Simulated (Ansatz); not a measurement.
A run of Ansatz 0.2.0 is set up as follows.

input.yaml

```yaml
crystal:
  lattice:
    - [2.8795009639, 0.0, 0.0]
    - [0.039072758, 2.8792794796, 0.0]
    - [0.0174953863, 0.0172449008, 5.1763391994]
  atoms:
    - { symbol: Cu, position: [0.0, 0.5, 0.0] }
    - { symbol: Cu, position: [0.5, 0.0, 0.5] }
    - { symbol: O, position: [0.99842397, 0.00167178, 0.7498871] }
    - { symbol: O, position: [0.00157603, 0.99832822, 0.2501129] }
hamiltonian:
  xc: pbesol
  pseudopotentials: { kind: paw }
kpoints:
  mp_grid: { grid: [8, 8, 6] }
scf:
  occupations: { method: fermi_dirac, width: 0.05 }
  n_extra_bands: 10
output:
  forces: true
  stress: true
  eigenvalues: true
  dos: { projected: false, de: 0.05, nscf_kmesh: { grid: [12, 12, 9] } }
  write_density: true
  write_potential: true
  elf: true
  volumetric_format: npy
```

Potentials or basis: Ansatz PAW.

Run with:

```sh
$ ansatz run input.yaml --threads 2 --pin off --max-ram 5632MiB --backend cpu --events-out ev --progress --plain --runs-dir out
```

Task: Estimate the density of states at the Fermi level.

Result: 2.38 states/eV per cell.

Task: Estimate the band gap on the k mesh.

Result: None (metal or under the smearing width).

Task: Predict the largest force.

Result: 0.013 eV/Å.

States per cell in windows of 0.5 eV (zero at the Fermi level; states under -8 eV left out):
| from (eV) | total |
| --- | --- |
| -8.0 | 0.23 |
| -7.5 | 0.77 |
| -7.0 | 1.54 |
| -6.5 | 1.38 |
| -6.0 | 2.85 |
| -5.5 | 1.69 |
| -5.0 | 1.22 |
| -4.5 | 1.29 |
| -4.0 | 0.86 |
| -3.5 | 1.58 |
| -3.0 | 4.41 |
| -2.5 | 6.16 |
| -2.0 | 3.35 |
| -1.5 | 0.73 |
| -1.0 | 0.60 |
| -0.5 | 1.12 |
| 0.0 | 1.17 |
| 0.5 | 0.94 |
| 1.0 | 0.04 |
| 1.5 | 0.02 |
| 2.0 | 0.06 |
| 2.5 | 0.13 |
| 3.0 | 0.22 |
| 3.5 | 0.61 |
| 4.0 | 0.90 |
| 4.5 | 0.33 |
| 5.0 | 1.17 |
| 5.5 | 0.45 |
| 6.0 | 0.09 |
| 6.5 | 0.02 |
| 7.0 | 0.07 |
| 7.5 | 0.15 |

Caveat: the run has no spin polarisation, though such a crystal can be magnetic; semilocal functionals often make such compounds metallic where correlation or magnetic order opens a gap, which also shifts bond lengths; the PAW data sets come from PBE, with cores solved anew for the run's functional, which leaves a small shift of forces and pressure; the density of states is complete only up to the lowest level of the last band computed. With open d or f shells a metallic result of PBEsol can be an artefact of self-interaction; +U or a hybrid may open a gap.
